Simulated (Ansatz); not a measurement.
Crystal: CdS.

```xyz
2
Lattice="4.2612 0.0000 0.0000 -2.1306 3.6903 0.0000 0.0000 0.0000 5.8042" Properties=species:S:1:pos:R:3 pbc="T T T"
Cd    0.0000    0.0000    2.5695
S     2.1306    1.2301    2.5208
```

Measurements of this composition are mostly on another form, of space group No. 186.

```yaml
Program: Ansatz 0.2.0
Task: relaxation of cell and atoms
Functional: BLYP
Dispersion: D3(BJ)
Potentials_or_basis: Ansatz PAW
Cutoff: "420 eV (not typed: the program's choice for these potentials)"
k_mesh: 7 × 7 × 5
Occupations: fermi-dirac, width 0.05 eV
Spin: no spin polarisation
```

At the start: volume 45.64 Å³/atom.

Q: Where does the relaxation end?

A: It ends after 19 steps and the volume is 20.86 Å³/atom (-54.3 %); space group P-6m2 (No. 187, to 0.05 Å).

The path:
```
step  energy change (eV)  largest force (eV/Å)  volume (Å³)
   1              0.0000                0.0086        91.27
   2             -0.0055                0.0092        89.93
   3             -0.0120                0.0106        88.35
   4             -0.0338                0.0159        83.85
   5             -0.0615                0.0240        79.30
   6             -0.0957                0.0367        74.72
   7             -0.1362                0.0557        70.07
   8             -0.1783                0.0825        65.42
   9             -0.2140                0.1298        60.64
  10             -0.2540                0.1610        56.72
  11             -0.2883                0.0106        55.88
  12             -0.3112                0.0404        51.03
  13             -0.3376                0.0994        47.75
  14             -0.3881                0.2493        43.70
  15             -0.4398                0.0912        42.59
  16             -0.4467                0.0103        42.16
  17             -0.4497                0.0015        41.67
  18             -0.4497                0.0002        41.72
  19             -0.4467                0.0002        41.72
```

Final structure:
```
CELL_PARAMETERS angstrom
3.73846 0.00000 0.00000
-1.86923 3.23760 0.00000
0.00000 0.00000 3.44686
ATOMIC_POSITIONS crystal
Cd 0.00000 0.00000 0.68848
S 0.66667 0.33333 0.18852
```

Caveat: the volume moved by over 15 % at a fixed basis, so the end points are rough; the plane-wave basis is chosen anew once the cell has moved, so the energies of steps on either side of that aren't comparable; pairwise dispersion overbinds metals, which lowers pressure and volume; the PAW data sets come from PBE, with cores solved anew for the run's functional, which leaves a small shift of forces and pressure.
